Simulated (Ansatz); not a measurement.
A 5-atom cell of SrTiO₃ built on tetragonal BaTiO3 (relaxed group P4mm), relaxed with r2SCAN. It is tetragonal, P4mm (No. 99); a = 3.904 Å, c = 3.923 Å in the conventional setting, 11.96 Å³ an atom. Sr is surrounded by 12 O at 2.72–2.81 Å; Ti is surrounded by 6 O at 1.88–2.04 Å; O is surrounded by 2 Ti at 1.95 Å and 4 Sr at 2.72–2.81 Å; O is surrounded by 2 Ti at 1.88–2.04 Å and 4 Sr at 2.76 Å.

```
Sr Ti O
1.0
     3.90355    0.00000    0.00000
     0.00000    3.90355    0.00000
     0.00000    0.00000    3.92318
Sr Ti O
1 1 3
Direct
  0.50000 0.50000 0.58137
  0.00000 0.00000 0.08502
  0.00000 0.50000 0.06456
  0.50000 0.00000 0.06456
  0.00000 0.00000 0.56450
```

The questions ask for values computed with the plane-wave code Ansatz on this geometry. Non-magnetic throughout. Whether this structure exists isn't addressed.

Given (6×6×6 mesh): With r2SCAN the valence top lies at A and the conduction bottom at Γ, 2.28 eV higher; the smallest vertical gap, at Γ, is 2.73 eV.

**Question.** Estimate the gap with PBE on 6×6×6.

**Answer.** With PBE the valence top lies at A and the conduction bottom at Γ, 1.90 eV higher; the smallest vertical gap, at Γ, is 2.34 eV. The gap differs by -0.38 eV from r2SCAN's.

**Question.** What does PBE+SOC give for the gap (6×6×6 mesh)?

**Answer.** With PBE+SOC the valence top lies at M–A (0.99 of the way from M) and the conduction bottom at Γ, 1.90 eV higher; the smallest vertical gap, at Γ, is 2.31 eV. Spin-orbit coupling itself accounts for 0.00 eV. The gap differs by -0.38 eV from r2SCAN's.

**Question.** How does the gap change from r2SCAN to HSE06 (4×4×4)?

**Answer.** With HSE06 the valence top lies at A and the conduction bottom at Γ, 3.35 eV higher; the smallest vertical gap, at Γ, is 3.81 eV. The gap differs by +1.07 eV from r2SCAN's.

**Question.** What do these levels agree on?

**Answer.** r2SCAN covers 26 % of the step from PBE to HSE06. Spin-orbit coupling moves the least or the direct gap by up to 0.02 eV, so it can be left out where a tenth of an eV counts. All these functionals give a gap of the same kind, indirect.

Only the levels marked +SOC include spin-orbit coupling.

The meshes of the hybrids are coarse, so their gaps aren't converged to the digits shown.

Set aside, since their points miss a band edge that the other levels read or their mesh is too coarse: PBE0.
